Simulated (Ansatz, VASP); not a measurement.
Sn: VASP beside Ansatz

```
Sn
1.0
    -1.74308    1.74308    2.04622
     1.74308   -1.74308    2.04622
     1.74308    1.74308   -2.04622
Sn
1
Direct
  0.00000 0.00000 0.00000
```

Change from the starting cell: strain -0.080 along x and y, +0.080 along z, atoms carried along.

Alike in both runs: task single point; functional PBEsol; dispersion D3(BJ); k mesh 18 × 18 × 18; occupations gaussian, width 0.15 eV; no spin polarisation.

```csv
,VASP,Ansatz
version,VASP 6.6.1,Ansatz 0.2.0
potentials or method,"VASP PAW PBE potentials, release 64 (Sn_d)","scalar-relativistic, plane waves, PAW"
plane-wave cutoff (eV),520,420
valence electrons in the cell,14,14
```

```csv
,VASP,Ansatz,Ansatz less VASP
gap on the k mesh at the Fermi level (eV),none,none,-
pressure (GPa),0.7,0.7,+0.02
largest component of the traceless stress (GPa),0.56,0.56,+0.004
```

A gap of «none» marks a metal or a gap that the smearing closes.

Caveats: the PAW data sets were made with another functional, which shifts forces and pressure a little (VASP); pairwise dispersion overbinds metals, which lowers pressure and volume.
